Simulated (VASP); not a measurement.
# Sn: restarted molecular dynamics, 2 variants

Sn, Im-3m (no. 229), 12 atoms in the cell. PBE, molecular dynamics; PAW potentials Sn (PBE set).

| Restart from | Temperature at the end (K) | The same without a restart (K) | Potential energy at the end (eV/atom) | The same without a restart (eV/atom) | Electronic steps in the first step after the restart | Time (s) |
|---|---|---|---|---|---|---|
| CONTCAR with velocities, WAVECAR read | 314.0 | 314.0 | -3.74444 | -3.74444 | 4 | 457 |
| CONTCAR with velocities, no WAVECAR | 314.0 | 314.0 | -3.74445 | -3.74444 | 14 | 420 |

Limits: 240 fs of 12 atoms are too short for converged averages; the cell is only 5.4 Å across, so each atom moves in step with near copies of itself.

## Input of the first row

INCAR.step1:
```
SYSTEM = Sn
GGA      = PE             ! functional
PREC     = Normal         ! precision mode
ENCUT    = 200            ! plane-wave cutoff, eV
EDIFF    = 1E-6           ! SCF threshold, eV
NELMIN   = 4            
NELM     = 60             ! most SCF steps
ALGO     = Fast           ! electronic algorithm
LREAL    = Auto         
LASPH    = .TRUE.         ! aspherical terms in the spheres
ISMEAR   = -1             ! smearing method
SIGMA    = 0.05           ! smearing width, eV
ISYM     = 0            
LWAVE    = .TRUE.         ! write WAVECAR
LCHARG   = .FALSE.        ! write CHGCAR
IBRION   = 0              ! ionic algorithm
NSW      = 30             ! ionic steps
POTIM    = 4.0            ! step
TEBEG    = 1000         
ISIF     = 2              ! what is computed and relaxed
RANDOM_SEED= 280385 0 0   
MDALGO   = 2            
SMASS    = -3           
KPAR     = 2             
```

INCAR.step2, as INCAR.step1 but for:
```
- LWAVE = .TRUE.
+ LWAVE = .FALSE.
```

KPOINTS:
```
k-points
0
Monkhorst-Pack
  2 2 2
```

POSCAR.step1:
```
Sn
1.0
   -3.7893036384      3.7893036384      3.7893036384
    3.7893036384     -3.7893036384      3.7893036384
    5.6839554576      5.6839554576     -5.6839554576
Sn
12
Direct
    0.0000000000      0.0000000000      0.0000000000
    0.0000000000      0.0000000000      0.3333333333
    0.0000000000      0.0000000000      0.6666666667
    0.0000000000      0.5000000000      0.0000000000
    0.0000000000      0.5000000000      0.3333333333
    0.0000000000      0.5000000000      0.6666666667
    0.5000000000      0.0000000000      0.0000000000
    0.5000000000      0.0000000000      0.3333333333
    0.5000000000      0.0000000000      0.6666666667
    0.5000000000      0.5000000000      0.0000000000
    0.5000000000      0.5000000000      0.3333333333
    0.5000000000      0.5000000000      0.6666666667
```

Commands (each step's output is kept before the next begins):
```
cat potpaw_PBE.64/Sn/POTCAR > POTCAR
cp INCAR.step1 INCAR
cp POSCAR.step1 POSCAR
mpirun -np 2 vasp_std > vasp.out
cp CONTCAR POSCAR
cp INCAR.step2 INCAR
mpirun -np 2 vasp_std > vasp.out
```

Changes of the last row against the first:
```
(step 1)
- LWAVE = True
+ LWAVE = False
```

VASP 6.6.1 took 457 s on 2 cores (Intel Xeon Platinum 8375C @ 2.90GHz (Ice Lake)), a shared host.
